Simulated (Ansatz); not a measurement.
Here is an Ansatz 0.2.0 calculation.

input.yaml

```yaml
crystal:
  lattice:
    - [2.938, 0.0, 0.0]
    - [-1.469, 2.5443826363, 0.0]
    - [0.0, 0.0, 2.883]
  atoms:
    - { symbol: Ta, position: [0.011444, 0.008329, 0.483264] }
    - { symbol: "N", position: [0.652555, 0.338806, 0.005873] }
hamiltonian:
  xc: pbesol
  pseudopotentials: { kind: paw }
kpoints:
  mp_grid: { grid: [10, 10, 9] }
scf:
  occupations: { method: fermi_dirac, width: 0.05 }
output:
  forces: true
  stress: true
  eigenvalues: true
```

Potentials or basis: Ansatz PAW.

Run with:

```bash
$ ansatz run input.yaml --threads 2 --pin off --max-ram 5632MiB --backend cpu --events-out ev --progress --plain --runs-dir out
```

**Question.** Predict the pressure.

**Answer.** -3.3 GPa.

**Question.** Predict the band gap on the k mesh.

**Answer.** None (metal or under the smearing width).

**Question.** Predict the largest force.

**Answer.** 1.320 eV/Å.

Forces in eV/Å, atoms in the order of the input:
```
Ta  -0.938 -0.133  0.919
N    0.938  0.133 -0.919
```

Caveat: the pressure holds a Pulay correction of +0.5 GPa for the finite cutoff; the PAW data sets come from PBE, with cores solved anew for the run's functional, which leaves a small shift of forces and pressure. The run has no spin-orbit coupling, so splittings on Ta are missing.
